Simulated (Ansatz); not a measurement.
# Localised basis functions on bare Al-Cu alloy nanowire along [110] (38 atoms)

Wanted: errors and times of a linear-scaling basis for bare Al-Cu alloy nanowire along [110] (38 atoms). A setting counts as converged where the r.m.s. difference of forces stays under 1 % of the r.m.s. force.

Program: Ansatz 0.2.0. Level of theory: Kohn-Sham DFT, PBE, PAW (set soft_2), plane waves. Results are calculated unless marked as measured.

## (1) The structure

The cell holds 38 atoms: 19 Cu and 19 Al. Its edges and angles: a = 17.100 Å, b = 20.455 Å, c = 5.287 Å, α = 90.0°, β = 90.0°, γ = 90.0°. It derives from Al (fcc) and Cu. Hexagon section of size parameter 5.53 Å cut from fcc Al (a = 4.05 Å) along [110], 2 periods, 9 Å of vacuum, 19 atoms Cu at random; minimised with a classical potential (one cell length free). Vacuum lies along a and b. The structure repeats along c.

Limits known from the start: The cell is under 6 Å thick along one periodic direction, so every atom has periodic images of itself close by, which move with it and show among its neighbours and in g(r). The host structure and its lattice constant were typed by rule, without a check against the phase diagram. Beside vacuum, support functions can miss their usual error bounds without a warning.

## (2) Plane-wave single point

The first run fixes the reference, at a cutoff of 420 eV.

input.yaml reads:

```yaml
crystal:
  lattice:
    - [17.1, 0.0, 0.0]
    - [0.0, 20.45513, 0.0]
    - [0.0, 0.0, 5.28677]
  atoms:
    - { symbol: Cu, position: [0.38408, 0.3052, 0.28533] }
    - { symbol: Cu, position: [0.38564, 0.3078, 0.78948] }
    - { symbol: Cu, position: [0.28508, 0.3733, 0.03163] }
    - { symbol: Al, position: [0.38805, 0.43711, 0.28692] }
    - { symbol: Cu, position: [0.28559, 0.37251, 0.54232] }
    - { symbol: Cu, position: [0.38934, 0.43888, 0.78602] }
    - { symbol: Al, position: [0.27065, 0.50135, 0.03235] }
    - { symbol: Al, position: [0.3911, 0.56594, 0.29157] }
    - { symbol: Al, position: [0.27043, 0.50043, 0.5384] }
    - { symbol: Cu, position: [0.39251, 0.56303, 0.79215] }
    - { symbol: Al, position: [0.27788, 0.63223, 0.04954] }
    - { symbol: Cu, position: [0.39054, 0.69185, 0.30289] }
    - { symbol: Cu, position: [0.2854, 0.62811, 0.55548] }
    - { symbol: Cu, position: [0.39274, 0.68701, 0.80024] }
    - { symbol: Cu, position: [0.49485, 0.2458, 0.0429] }
    - { symbol: Cu, position: [0.61026, 0.30584, 0.28273] }
    - { symbol: Al, position: [0.49247, 0.23838, 0.53871] }
    - { symbol: Al, position: [0.61492, 0.29614, 0.78305] }
    - { symbol: Al, position: [0.49669, 0.37034, 0.03325] }
    - { symbol: Al, position: [0.61272, 0.43725, 0.28388] }
    - { symbol: Al, position: [0.4967, 0.36762, 0.53598] }
    - { symbol: Al, position: [0.61352, 0.43423, 0.78497] }
    - { symbol: Cu, position: [0.49973, 0.50162, 0.03689] }
    - { symbol: Cu, position: [0.60733, 0.56487, 0.29521] }
    - { symbol: Cu, position: [0.49993, 0.50068, 0.54243] }
    - { symbol: Al, position: [0.60921, 0.5663, 0.7943] }
    - { symbol: Cu, position: [0.49973, 0.62903, 0.04733] }
    - { symbol: Cu, position: [0.60529, 0.68891, 0.30073] }
    - { symbol: Cu, position: [0.49914, 0.6286, 0.54695] }
    - { symbol: Al, position: [0.61156, 0.69834, 0.79931] }
    - { symbol: Al, position: [0.49547, 0.75911, 0.05254] }
    - { symbol: Al, position: [0.49543, 0.75926, 0.55023] }
    - { symbol: Al, position: [0.73145, 0.36852, 0.03505] }
    - { symbol: Al, position: [0.73114, 0.36912, 0.53254] }
    - { symbol: Al, position: [0.73195, 0.50437, 0.0363] }
    - { symbol: Cu, position: [0.72269, 0.50156, 0.53275] }
    - { symbol: Cu, position: [0.71529, 0.63032, 0.06094] }
    - { symbol: Al, position: [0.72351, 0.62907, 0.5509] }
kpoints:
  mp_grid: { grid: [1, 1, 4] }
hamiltonian:
  xc: pbe
scf:
  occupations: { method: fermi_dirac, width: 0.1 }
output:
  forces: true
  populations: intrinsic
  dos:
    method: { smearing: { sigma: 0.15 } }
    de: 0.1
    projected: { site_lists: { Al: [Al], Cu: [Cu] } }
  eigenvalues: true
  write_density: true
  write_potential: true
  volumetric_format: npy
```

On the command line:

```console
> ansatz run input.yaml --threads 4 --pin off --max-ram 8192MiB --backend cpu --events-out ev --progress --plain --runs-dir out
```

Numbers of over 12 decimals in the logs are rounded to 6 here.

Output:

```text
Engine: ansatz 0.2.0, aarch64-unknown-linux-gnu
Pseudopotentials: kind: paw
Pseudopotential: Cu, paw, valence charge 19, recommended cutoff 420 eV (normal), Cu.paw.azcp
Pseudopotential: Al, paw, valence charge 3, recommended cutoff 420 eV (normal), Al.paw.azcp
[... 5 lines on functional and potentials left out ...]
Crystal: 38 atoms, lattice volume = 1849.221 Å³
Basis set: ecut = 420 eV, 36137 PW (Γ), exchange–correlation on 240×288×72 points (8 copies of the dense FFT grid, shifted against one another)
Bands: 251, of which v1, the nominal top of the filled ones, is band 209 counted from 1 (208 counted from 0)
Symmetry: 1 space group operations
Space group: P1 (ITA 1), of the structure as read, at distance tolerance 1.2e-4 Å
k-points: 3 of 4 (time reversal used)
[... 5 lines on functional and potentials left out ...]
Initial density: superposition of atomic densities (neutral atoms: chi_scale 0, normalization atom), corrected by the library's trained network
Initial wavefunctions: pseudopotential atomic-orbital guess
Functional: x = pbe(κ = 0.804, μ = 0.219515), c = pbe(β = 0.066725)
SCF iter   1: F=—  HF=-136080.891983 eV  |F-HF|=—  |Δ(HF+E_count)|=         —  Δρ=2.81e-3  dr2=8.22e-1  ethr=1.77e-3  ⟨swp⟩=9.0  Hψ=3332  notcnv=0  defer=33
preconditioner: auto → LDOS  [metal: Δε(μ)=0.066 eV  Ē_g=6.021 eV  σ=0.100 eV  W_gap=0.16  n_scr=296 (ndim 8)  ℏωp=14.1 eV  f_vac=0.624  D(μ)=18.36/eV (n_scr^D=72)  β→1.0]
SCF iter   2: F=—  HF=-136080.916772 eV  |F-HF|=—  |Δ(HF+E_count)|=   2.48e-2  Δρ=4.34e-3  dr2=2.35e-1  ethr=1.97e-4  ⟨swp⟩=2.0  Hψ=1319  notcnv=0  defer=44
SCF iter   3: F=—  HF=-136080.883888 eV  |F-HF|=—  |Δ(HF+E_count)|=   3.29e-2  Δρ=1.83e-3  dr2=4.13e-2  ethr=5.61e-5  ⟨swp⟩=2.0  Hψ=1418  notcnv=0  defer=44
SCF iter   4: F=—  HF=-136080.878018 eV  |F-HF|=—  |Δ(HF+E_count)|=   5.87e-3  Δρ=3.35e-4  dr2=3.93e-3  ethr=9.89e-6  ⟨swp⟩=2.7  Hψ=1277  notcnv=0  defer=44
SCF iter   5: F=—  HF=-136080.878558 eV  |F-HF|=—  |Δ(HF+E_count)|=   5.40e-4  Δρ=3.69e-4  dr2=1.97e-3  ethr=9.39e-7  ⟨swp⟩=2.0  Hψ=1254  notcnv=0  defer=44
SCF iter   6: F=—  HF=-136080.878481 eV  |F-HF|=—  |Δ(HF+E_count)|=   7.69e-5  Δρ=6.79e-5  dr2=1.82e-4  ethr=4.71e-7  ⟨swp⟩=2.0  Hψ=1186  notcnv=0  defer=44
SCF iter   7: F=—  HF=-136080.878444 eV  |F-HF|=—  |Δ(HF+E_count)|=   3.71e-5  Δρ=4.42e-5  dr2=4.75e-5  ethr=4.36e-8  ⟨swp⟩=2.0  Hψ=1080  notcnv=0  defer=44
SCF iter   8: F=—  HF=-136080.878718 eV  |F-HF|=—  |Δ(HF+E_count)|=   2.74e-4  Δρ=2.97e-5  dr2=1.50e-5  ethr=1.14e-8  ⟨swp⟩=2.0  Hψ=1147  notcnv=0  defer=42
SCF iter   9: F=—  HF=-136080.878718 eV  |F-HF|=—  |Δ(HF+E_count)|=   4.23e-7  Δρ=6.67e-6  dr2=1.26e-6  ethr=3.58e-9  ⟨swp⟩=2.0  Hψ=1048  notcnv=0  defer=42
SCF iter  10: F=—  HF=-136080.878721 eV  |F-HF|=—  |Δ(HF+E_count)|=   2.35e-6  Δρ=6.28e-6  dr2=5.55e-7  ethr=3.00e-10  ⟨swp⟩=2.3  Hψ=1125  notcnv=0  defer=42
SCF iter  11: F=-136080.878721 eV  HF=-136080.878721 eV  |F-HF|=1.32e-7  |Δ(HF+E_count)|=   3.40e-7  Δρ=2.09e-6  dr2=8.21e-8  ethr=2.39e-11  ⟨swp⟩=26.7  Hψ=6625  notcnv=0
SCF 1 converged in 11 iterations: F = -136080.878721 eV  dr2 = 8.21e-8
  greatest PAW one-centre occupation: 1.000 electrons in one spin orbital (limit 2), on the Cu atom at site 4 (counted from 0), in its partial waves of l = 0
WARN: The output density's exchange-correlation potential varies sharply where the density is thin. Do not read a vacuum level from v_tot or v_xc, or from such a field of the output density. On a cell that repeats whose density bears no net charge and no dipole along the vacuum's axis use v_es (v_loc + v_h of the components); [...]
SCF converged after 11 iterations
Free energy (F): -136080.878721 eV
Harris-Foulkes:  -136080.878721 eV  (|F-HF|=1.32e-7)
Internal energy: -136080.280978 eV  (E = F + TS)
E sigma→0 (E₀):  -136080.579850 eV
Entropy (-TS):   -0.597743 eV (-15.730 meV/atom)
Fermi energy:    0.313977 eV
--- Per-component energies (eV) ---
  E_band       = -13043.960487
  E_kinetic    = 6102.703397
  E_local      = -428500.228361  (includes V_loc(G=0)·N_el)
  E_nonlocal   = 7618.492593
  E_hartree    = 206565.025019
  E_xc         = -2429.912724
  E_vxc        = -2709.121647  (∫ρ·V_xc dr)
  E_paw        = -40490.583297  (= ΣΔE_a)
  E_vpaw       = -8685.827753  (= ΣTr[D̂ρ^β])
  E_aug_tail   = 0.005100  (compensation charges beyond the density's cutoff)
  E_ewald      = 115054.217295
  E_smearing   = -0.597743  (= −TS)
  E_closure    = 0.000000  (closes the sum)
  Σ components = -136080.878721   (vs F -136080.878721, Δ=0.00e0)
--- Forces (eV/Å), atoms counted from 1 ---
  atom   1  Cu     0.25222852     0.16697886     0.05771404
  atom   2  Cu     0.28217059    -0.08981972    -0.07012601
  atom   3  Cu     0.32339022     0.18997569     0.21182863
  atom   4  Al    -0.28755900    -0.36888892    -0.04248188
  atom   5  Cu     0.25511153     0.20380260    -0.21589987
  atom   6  Cu    -0.07041843    -0.14466115     0.04013067
  atom   7  Al    -0.06524690    -0.29667335     0.08172858
  atom   8  Al     0.40937646     0.41263665     0.16933272
  atom   9  Al    -0.09311406    -0.05922714    -0.08769954
  atom  10  Cu    -0.22756514    -0.02143529     0.10254203
  atom  11  Al     0.22658049     0.47423864    -0.12791984
  atom  12  Cu    -0.04582070    -0.05078640    -0.10488125
  atom  13  Cu     0.30343992    -0.09114864    -0.14191688
  atom  14  Cu    -0.00371598     0.27565323     0.08277369
[...]
atom  37  Cu    -0.31646272    -0.09650126    -0.26700793
  atom  38  Al     0.06344737     0.04277218    -0.30213464
  max |Σ_I F_I| component: 8.07e-5 eV/Å
--- Band table (eV) ---
  k-point 0: bands = ["-112.8626", "-112.8388", "-112.7969", "-112.6745", [... 235 levels ...], "3.9941", "4.0438", "4.1279", "4.1514", "4.1794", "4.2536", "4.3633", "4.4020", "4.5372", "4.6313", "4.6708", "4.7848"]
  k-point 1: bands = ["-112.8626", "-112.8389", "-112.7969", "-112.6745", [... 235 levels ...], "4.2282", "4.2742", "4.3826", "4.4786", "4.5554", "4.6158", "4.6820", "4.8142", "4.8582", "4.9216", "5.0087", "5.0884"]
  k-point 2: bands = ["-112.8625", "-112.8389", "-112.7969", "-112.6745", [... 235 levels ...], "4.2736", "4.3796", "4.5404", "4.5853", "4.6649", "4.8113", "4.9629", "5.0986", "5.1941", "5.2370", "5.3048", "5.3390"]
--- intrinsic populations: 38 sites ---
  site symbol       q [e]
     0     Cu     18.6761
     1     Cu     18.6743
     2     Cu     18.7793
[...]
37     Al      3.5094
  spilling = -0.000000 (of n_electrons = 418.000000)
```

Wall time 1.7 min (4 threads of Arm Neoverse V1, shared host); peak memory 4.7 GiB; 6.8 min of CPU time.

Reading the cycles: dr2 is the Hartree energy of the density residual (eV), the measure of convergence; HF is the Harris–Foulkes estimate of the energy, which meets the free energy F at convergence.

The program notes that the exchange-correlation potential is rough where the density is thin.

The run gave:

```
free energy                             : -136080.8787 eV
free energy per atom                    : -3581.0758 eV/atom
SCF cycles                              : 11
r.m.s. force component                  : 0.2003 eV/Å
longest force                           : 0.6054 eV/Å
Fermi energy                            : 0.314 eV
levels partly filled by over 2 per cent : 21
```

The r.m.s. force component of 0.20 eV/Å sets the scale for the differences below.

## (3) Support functions medium

With localised support functions most steps grow linearly with size, though the diagonalisation grows faster unless the density matrix is cut; this run measures error and cost at this size.

This step: Kohn-Sham DFT, PBE, PAW (set soft_2), localised support functions (medium) (Ansatz 0.2.0).

input.yaml, the sections that differ from step 2:

```yaml
scf:
  occupations: { method: fermi_dirac, width: 0.1 }
  eigensolver: { kind: { support_functions: { accuracy: medium } } }
  mixing: { beta: 0.4 }
  max_iter: 150
output:
  forces: true
# crystal, kpoints, hamiltonian: as in step 2
```

Output:

```text
Warning: scf.eigensolver.kind.support_functions: disabling space-group detection — the functions' gradient is summed over unrotated k-points, so no spatial operation reduces the k-mesh or symmetrises the density; time reversal is kept, so that k and −k are solved as one point where they differ and the mesh holds both, and exact exchange and, on two spinor components, a DFT+U term hold to it where the run has them: [...]
settings of this run that can trade accuracy for cost: scf.eigensolver.kind.support_functions [...]
[...]
Crystal: 38 atoms, lattice volume = 1849.221 Å³
Basis set: ecut = 420 eV, 36137 PW (Γ), exchange–correlation on 240×288×72 points (8 copies of the dense FFT grid, shifted against one another)
Bands: 251, of which v1, the nominal top of the filled ones, is band 209 counted from 1 (208 counted from 0)
Symmetry: 1 space group operations
k-points: 3 of 4 (time reversal used)
[...]
SCF iter   1: F=—  HF=-136097.791157 eV  |F-HF|=—  |Δ(HF+E_count)|=         —  Δρ=1.22e-1  dr2=2.53e2  ethr=1.00e-1
[...]
SCF iter  14: F=—  HF=-136080.945985 eV  |F-HF|=—  |Δ(HF+E_count)|=   4.55e-4  Δρ=7.46e-6  dr2=1.10e-6  ethr=2.27e-9  κ⁻¹=1.7e-5(r=7)
SCF iter  15: F=-136080.946367 eV  HF=-136080.946366 eV  |F-HF|=9.13e-7  |Δ(HF+E_count)|=   3.81e-4  Δρ=2.23e-6  dr2=1.50e-7  ethr=2.64e-10
SCF 1 converged in 15 iterations: F = -136080.952427 eV  dr2 = 1.50e-7
[...]
SCF converged after 15 iterations
Stability not checked: this state was not tested for a lower state beside it, because the mixer in use, unlike msr1, does not test its closes by its own steps (another_mixer; see scf.mixing.algorithm and scf.lower_state_search)
Free energy (F): -136080.952427 eV
[...]
Internal energy: -136080.354891 eV  (E = F + TS)
E sigma→0 (E₀):  -136080.653659 eV
Entropy (-TS):   -0.597537 eV (-15.725 meV/atom)
Fermi energy:    0.313601 eV
[...]
Σ components = -136080.952427   (vs F -136080.952427, Δ=0.00e0)
--- Forces (eV/Å), atoms counted from 1 ---
  atom   1  Cu     0.25188341     0.16807712     0.05665422
  atom   2  Cu     0.28120358    -0.08845489    -0.06946250
  atom   3  Cu     0.32588744     0.18965344     0.21022657
  atom   4  Al    -0.28795723    -0.36900466    -0.04273067
[...]
atom  38  Al     0.06323620     0.04252966    -0.30186446
  max |Σ_I F_I| component: 1.94e-3 eV/Å
--- Band table (eV) ---
[...]
guard bands above this table: 33 of the run's 251 bands (output.publish_guard_bands: true publishes all)
[...]
```

Wall time 2 min (4 threads); peak memory 2.9 GiB.

The program notes that the band table was not solved further than the SCF left it and it switched symmetry off.

Keys that differ from the reference: support_functions.accuracy = "medium", scf.max_iter = 150 and scf.mixing.beta = 0.4.

Forces differ from the reference by 0.88 meV/Å r.m.s., 0.44 % of their size, within a tolerance of 1 %; the energy by -1.9 meV/atom. The two runs also began from different starting densities, which bears on cycles and time.

## (4) Support functions low

The cell is solved in localised support functions.

This step: Kohn-Sham DFT, PBE, PAW (set soft_2), localised support functions (low) (Ansatz 0.2.0).

input.yaml, the sections that differ from step 3:

```yaml
scf:
  occupations: { method: fermi_dirac, width: 0.1 }
  eigensolver: { kind: { support_functions: { accuracy: low } } }
  mixing: { beta: 0.4 }
  max_iter: 150
# crystal, kpoints, hamiltonian, output: as in step 3
```

Output:

```text
[...]
Crystal: 38 atoms, lattice volume = 1849.221 Å³
Basis set: ecut = 420 eV, 36137 PW (Γ), exchange–correlation on 240×288×72 points (8 copies of the dense FFT grid, shifted against one another)
Bands: 251, of which v1, the nominal top of the filled ones, is band 209 counted from 1 (208 counted from 0)
Symmetry: 1 space group operations
k-points: 3 of 4 (time reversal used)
[...]
SCF iter   1: F=—  HF=-136097.803371 eV  |F-HF|=—  |Δ(HF+E_count)|=         —  Δρ=1.22e-1  dr2=2.53e2  ethr=1.00e-1
[...]
SCF iter  13: F=—  HF=-136080.944912 eV  |F-HF|=—  |Δ(HF+E_count)|=   6.00e-4  Δρ=1.67e-5  dr2=9.81e-6  ethr=6.76e-9  κ⁻¹=2.2e-5(r=7)
SCF iter  14: F=-136080.945402 eV  HF=-136080.945402 eV  |F-HF|=6.19e-7  |Δ(HF+E_count)|=   4.89e-4  Δρ=7.84e-6  dr2=1.18e-6  ethr=2.35e-9
SCF 1 converged in 14 iterations: F = -136080.952347 eV  dr2 = 1.18e-6
[...]
SCF converged after 14 iterations
[...]
Free energy (F): -136080.952347 eV
[...]
Internal energy: -136080.354822 eV  (E = F + TS)
E sigma→0 (E₀):  -136080.653584 eV
Entropy (-TS):   -0.597525 eV (-15.724 meV/atom)
Fermi energy:    0.313710 eV
[...]
Σ components = -136080.952347   (vs F -136080.952347, Δ=0.00e0)
--- Forces (eV/Å), atoms counted from 1 ---
  atom   1  Cu     0.25184540     0.16815420     0.05662648
  atom   2  Cu     0.28132880    -0.08837694    -0.06958932
  atom   3  Cu     0.32586549     0.18979660     0.21023436
  atom   4  Al    -0.28800312    -0.36898639    -0.04274387
[...]
atom  38  Al     0.06321891     0.04251255    -0.30177957
  max |Σ_I F_I| component: 1.77e-3 eV/Å
--- Band table (eV) ---
[...]
```

It took 1.8 min on 4 threads; peak memory 2.8 GiB; 6.8 min of CPU time.

Keys that differ from the reference: support_functions.accuracy = "low", scf.max_iter = 150 and scf.mixing.beta = 0.4.

Forces differ from the reference by 0.91 meV/Å r.m.s., 0.45 % of their size, within a tolerance of 1 %; the energy by -1.9 meV/atom. The two runs also began from different starting densities, which bears on cycles and time.

## (5) Support functions high

The cell is solved in localised support functions.

This step: Kohn-Sham DFT, PBE, PAW (set soft_2), localised support functions (high) (Ansatz 0.2.0).

input.yaml, the sections that differ from step 4:

```yaml
scf:
  occupations: { method: fermi_dirac, width: 0.1 }
  eigensolver: { kind: { support_functions: { accuracy: high } } }
  mixing: { beta: 0.4 }
  max_iter: 150
# crystal, kpoints, hamiltonian, output: as in step 4
```

Output:

```text
[...]
Crystal: 38 atoms, lattice volume = 1849.221 Å³
Basis set: ecut = 420 eV, 36137 PW (Γ), exchange–correlation on 240×288×80 points (8 copies of the dense FFT grid, shifted against one another)
Bands: 251, of which v1, the nominal top of the filled ones, is band 209 counted from 1 (208 counted from 0)
Symmetry: 1 space group operations
k-points: 3 of 4 (time reversal used)
[...]
SCF iter   1: F=—  HF=-136100.162710 eV  |F-HF|=—  |Δ(HF+E_count)|=         —  Δρ=1.23e-1  dr2=2.59e2  ethr=1.00e-1
[...]
SCF iter  18: F=—  HF=-136080.948922 eV  |F-HF|=—  |Δ(HF+E_count)|=   6.79e-5  Δρ=4.60e-7  dr2=5.48e-9  ethr=4.99e-12  κ⁻¹=8.2e-6(r=7)
SCF iter  19: F=-136080.948983 eV  HF=-136080.948983 eV  |F-HF|=1.01e-8  |Δ(HF+E_count)|=   6.02e-5  Δρ=3.54e-7  dr2=2.61e-9  ethr=1.31e-12
SCF 1 converged in 19 iterations: F = -136080.950264 eV  dr2 = 2.61e-9
[...]
SCF converged after 19 iterations
[...]
Free energy (F): -136080.950264 eV
[...]
Internal energy: -136080.352600 eV  (E = F + TS)
E sigma→0 (E₀):  -136080.651432 eV
Entropy (-TS):   -0.597664 eV (-15.728 meV/atom)
Fermi energy:    0.313547 eV
[...]
Σ components = -136080.950264   (vs F -136080.950264, Δ=0.00e0)
--- Forces (eV/Å), atoms counted from 1 ---
  atom   1  Cu     0.25171273     0.16757524     0.05708113
  atom   2  Cu     0.28093383    -0.08859294    -0.06959190
  atom   3  Cu     0.32547490     0.18938906     0.21053282
  atom   4  Al    -0.28778924    -0.36888255    -0.04250268
[...]
atom  38  Al     0.06305100     0.04285364    -0.30211187
  max |Σ_I F_I| component: 5.26e-4 eV/Å
--- Band table (eV) ---
[...]
```

Run time: 5.1 min. Hardware: 4 threads; peak memory 4.6 GiB.

Keys that differ from the reference: support_functions.accuracy = "high", scf.max_iter = 150 and scf.mixing.beta = 0.4.

Forces differ from the reference by 0.69 meV/Å r.m.s., 0.34 % of their size, within a tolerance of 1 %; the energy by -1.9 meV/atom. It took 5.1 min and 19 cycles; the reference's time can't be set against it, since the two runs asked for unlike analyses. The two runs also began from different starting densities, which bears on cycles and time.

(Continued in part 2 of 3.)

[Logs are printed without paths, hosts, clocks, repeated set-up lines and the standing remarks that a program may print on its own settings, such as how far it seeks lower states.]

[Hosts, paths, dates, database ids (printed as entryN), source tags and the programs' standing remarks are cut or masked in the printed files.]
